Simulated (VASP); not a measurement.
Crystal: TiTe.

```
CELL_PARAMETERS angstrom
0.00000 3.05007 3.05007
3.05007 0.00000 3.05007
3.05007 3.05007 0.00000
ATOMIC_POSITIONS crystal
Ti 0.50000 0.50000 0.50000
Te 0.00000 0.00000 0.00000
```

The cell comes from a database or a generator and needn't be the stable form of this composition.

Program: VASP 6.6.1. Alike in all runs: task band structure; cell as given; cutoff (eV) 520; smearing fermi-dirac 0.05 eV. Hardware: 1 thread of Intel(R) Xeon(R) 6975P-C (Granite Rapids), on a shared host.

Question: Order these runs on this cell by their wall time, lowest first.
A. level LDA; potentials or basis VASP PAW LDA potentials, release 64 (Ti_sv, Te); spin off; k mesh 8 × 8 × 8
B. level PBEsol; potentials or basis VASP PAW PBE potentials, release 64 (Ti_sv, Te); spin off; k mesh 8 × 8 × 8
C. level LDA; potentials or basis VASP PAW LDA potentials, release 64 (Ti_sv, Te); spin SOC, no magnetisation; k mesh 6 × 6 × 6

Answer: A (22 s), B (54 s), C (130 s).

Runs at the PBE level aren't shown here.
